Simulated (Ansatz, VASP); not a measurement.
## Al2O3: VASP beside Ansatz

Contents of INCAR:

```
SYSTEM = Al2O3
  PREC = Accurate
  ENCUT = 520
  EDIFF = 1E-8
  ISMEAR = -1
  SIGMA = 0.02
  LREAL = Auto
  LASPH = .True.
  NELM = 100
  ALGO = Normal
  ISIF = 2
  LWAVE = .False.
  LCHARG = .False.
  GGA = PE
  LEFG = .True.
  NBANDS = 64
```

The input KPOINTS:

```
regular mesh
0
Gamma
  6 6 3
  0 0 0
```

File POSCAR:

```
Al2O3
1.0
    4.7930512577      0.0000000000      0.0000000000
   -2.3965256288      4.1509041508      0.0000000000
    0.0000000000      0.0000000000      8.9666466600
Al O
8 12
Direct
    0.3333333333      0.6666666667      0.9628167200
    0.3333333333      0.6666666667      0.2500000000
    0.0000000000      0.0000000000      0.0000000000
    0.0000000000      0.0000000000      0.5000000000
    0.3333333333      0.6666666667      0.5371832800
    0.6666666667      0.3333333333      0.0371832800
    0.6666666667      0.3333333333      0.7500000000
    0.6666666667      0.3333333333      0.4628167200
    0.0318230633      0.6766458267      0.1119598200
    0.9681769367      0.6448227633      0.6119598200
    0.0318230633      0.3551772367      0.3880401800
    0.9681769367      0.3233541733      0.8880401800
    0.3233541733      0.3551772367      0.1119598200
    0.3551772367      0.3233541733      0.6119598200
    0.3233541733      0.9681769367      0.3880401800
    0.3551772367      0.0318230633      0.8880401800
    0.6448227633      0.6766458267      0.3880401800
    0.6766458267      0.6448227633      0.8880401800
    0.6448227633      0.9681769367      0.1119598200
    0.6766458267      0.0318230633      0.6119598200
```

Input for Ansatz:

```yaml
crystal:
  lattice:
    - [4.7930512577, 0.0, 0.0]
    - [-2.3965256288, 4.1509041508, 0.0]
    - [0.0, 0.0, 8.96664666]
  atoms:
    - { symbol: Al, position: [0.3333333333, 0.6666666667, 0.96281672] }
    - { symbol: Al, position: [0.3333333333, 0.6666666667, 0.25] }
    - { symbol: Al, position: [0.0, 0.0, 0.0] }
    - { symbol: Al, position: [0.0, 0.0, 0.5] }
    - { symbol: Al, position: [0.3333333333, 0.6666666667, 0.53718328] }
    - { symbol: Al, position: [0.6666666667, 0.3333333333, 0.03718328] }
    - { symbol: Al, position: [0.6666666667, 0.3333333333, 0.75] }
    - { symbol: Al, position: [0.6666666667, 0.3333333333, 0.46281672] }
    - { symbol: O, position: [0.0318230633, 0.6766458267, 0.11195982] }
    - { symbol: O, position: [0.9681769367, 0.6448227633, 0.61195982] }
    - { symbol: O, position: [0.0318230633, 0.3551772367, 0.38804018] }
    - { symbol: O, position: [0.9681769367, 0.3233541733, 0.88804018] }
    - { symbol: O, position: [0.3233541733, 0.3551772367, 0.11195982] }
    - { symbol: O, position: [0.3551772367, 0.3233541733, 0.61195982] }
    - { symbol: O, position: [0.3233541733, 0.9681769367, 0.38804018] }
    - { symbol: O, position: [0.3551772367, 0.0318230633, 0.88804018] }
    - { symbol: O, position: [0.6448227633, 0.6766458267, 0.38804018] }
    - { symbol: O, position: [0.6766458267, 0.6448227633, 0.88804018] }
    - { symbol: O, position: [0.6448227633, 0.9681769367, 0.11195982] }
    - { symbol: O, position: [0.6766458267, 0.0318230633, 0.61195982] }
kpoints:
  mp_grid: { grid: [6, 6, 3] }
scf:
  occupations: { method: fermi_dirac, width: 0.02 }
hamiltonian:
  xc: pbe
  pseudopotentials: { kind: paw }
output:
  forces: true
  stress: true
  populations: true
  efg:
    quadrupole_moments_barn: { Al: 0.1466, O: -0.02558 }
    contact_densities: true
```

Measurements of this composition are mostly on another form, of space group No. 167.

Alike in both runs: task electric field gradients; functional PBE; k mesh 6 × 6 × 3; occupations fermi-dirac, width 0.02 eV; no spin polarisation.

|  | VASP | Ansatz |
| --- | --- | --- |
| version | VASP 6.6.1 | Ansatz 0.2.0 |
| potentials or method | VASP PAW PBE potentials, release 64 (Al, O) | plane-wave PAW, scalar-relativistic |
| plane-wave cutoff (eV) | 520 | 420 |
| valence electrons in the cell | 96 | 96 |

VASP gave:

- gap on the k mesh at the Fermi level (eV): 5.90
- pressure (GPa): 7.9
- largest component of the traceless stress (GPa): 0.24
- rms of the force components (eV/Å): 0.116
- Vzz of the field gradient on the site that differs most (V/Å²): -14.1

Question: Which values does Ansatz return?

Answer: gap on the k mesh at the Fermi level (eV): 5.91; pressure (GPa): 8.0; largest component of the traceless stress (GPa): 0.17; rms of the force components (eV/Å): 0.117; Vzz of the field gradient on the site that differs most (V/Å²): -9.7.

Atom by atom the forces differ by 0.006 eV/Å (rms over components). With one functional, cell and mesh, what is left measures potentials, basis and numerics.

Caveats: an odd mesh through Γ misses points on the zone boundary, where band edges often lie. A hybrid or GW would open this gap; PBE tends to underestimate it.
